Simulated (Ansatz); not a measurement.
The system is CdS.

```
CELL_PARAMETERS angstrom
4.26117 0.00000 0.00000
-2.13058 3.69028 0.00000
0.00000 0.00000 5.80417
ATOMIC_POSITIONS crystal
Cd 0.00000 0.00000 0.44269
S 0.66667 0.33333 0.43431
```

Measurements of this composition are mostly on another form, of space group No. 186.

| Quantity | Value |
| --- | --- |
| Program | Ansatz 0.2.0 |
| Task | relaxation of cell and atoms |
| Functional | LDA |
| Potentials or basis | Ansatz PAW |
| Cutoff | 420 eV (not typed: the program's choice for these potentials) |
| k mesh | 7 × 7 × 5 |
| Occupations | fermi-dirac, width 0.05 eV |
| Spin | no spin polarisation |

At the start: volume 45.64 Å³/atom.

**Question.** How do energy, volume and symmetry change on relaxing?

**Answer.** It ends after 16 steps and the volume is 28.87 Å³/atom (-36.7 %); space group P3m1 (No. 156, to 0.05 Å).

The path:
```
step  energy change (eV)  largest force (eV/Å)  volume (Å³)
   1              0.0000                0.0266        91.27
   2             -0.0623                0.0086        86.53
   3             -0.0635                0.0049        85.55
   4             -0.0638                0.0048        85.35
   5             -0.0675                0.0009        81.48
   6             -0.0726                0.0017        77.34
   7             -0.0798                0.0016        73.06
   8             -0.0884                0.0017        68.84
   9             -0.0966                0.0083        64.60
  10             -0.0988                0.0223        60.20
  11             -0.1026                0.0393        60.26
  12             -0.1069                0.0170        59.33
  13             -0.1079                0.0112        57.41
  14             -0.1078                0.0024        57.86
  15             -0.1080                0.0009        57.75
  16             -0.1065                0.0009        57.75
```

Final structure:
```
Cd S
1.0
     4.09431    0.00000    0.00000
    -2.04716    3.54578    0.00000
     0.00000    0.00000    3.97778
Cd S
1 1
Direct
  0.00000 0.00000 0.38281
  0.66667 0.33333 0.49419
```

Caveat: the volume moved by over 15 % at a fixed basis, so the end points are rough; the plane-wave basis is chosen anew once the cell has moved, so the energies of steps on either side of that aren't comparable; the PAW data sets come from PBE, with cores solved anew for the run's functional, which leaves a small shift of forces and pressure.
